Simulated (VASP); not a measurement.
Set up this calculation in VASP 6.6.1, as the native input.

```yaml
Task: single point
Functional: PBE
Potentials_or_basis: VASP PAW PBE potentials, release 64 (B, N)
Cutoff: 520 eV
k_mesh: 12 × 12 × 12
Occupations: gaussian, width 0.02 eV
Spin: no spin polarisation
Dipole_correction: no
Further_INCAR_settings: ALGO = Normal; EDIFF = 1e-06; NBANDS = 11
```

The structure of BN lies in POSCAR:

```
BN
1.0
    1.2351324468      0.7131040506      3.2286402695
   -1.2351324468      0.7131040506      3.2286402695
    0.0000000000     -1.4262081014      3.2286402695
B N
1 1
Direct
    0.9967064225      0.9967064225      0.9967064225
    0.3357265775      0.3357265775      0.3357265775
```

The cell is a database's computed one.

The cell isn't the ideal one: strained and moved within a subgroup.

One way to write it, as run:

INCAR

```
PREC     = Accurate       # precision mode
ENCUT    = 520            # plane-wave cutoff, eV
EDIFF    = 1E-6           # SCF threshold, eV
ISMEAR   = 0              # smearing method
SIGMA    = 0.02           # smearing width, eV
LREAL    = F              # projectors in reciprocal space
LASPH    = T              # aspherical terms in the spheres
NELM     = 100            # most SCF steps
ALGO     = Normal         # electronic algorithm
ISIF     = 2              # what is computed and relaxed
LWAVE    = F              # write WAVECAR
LCHARG   = T              # write CHGCAR
GGA      = PE             # functional
LELF     = T              # ELF
LVHAR    = T            
NBANDS   = 11             # bands
```

KPOINTS

```
Automatic mesh
0
Gamma
  12 12 12
```

Potentials or basis: VASP PAW PBE potentials, release 64 (B, N).

Command:

```console
$ cat potpaw_PBE.64/B/POTCAR potpaw_PBE.64/N/POTCAR > POTCAR
$ mpirun -np 1 vasp_std > vasp.out
```

Results of the run:

The pressure is 14.3 GPa. The largest force is 0.716 eV/Å and the band gap on the k mesh is 4.15 eV, indirect (least direct gap 4.77 eV).

Wall time 47 s on 1 thread of Intel(R) Xeon(R) 6975P-C (Granite Rapids), on a shared host, peak memory 0.17 GiB.
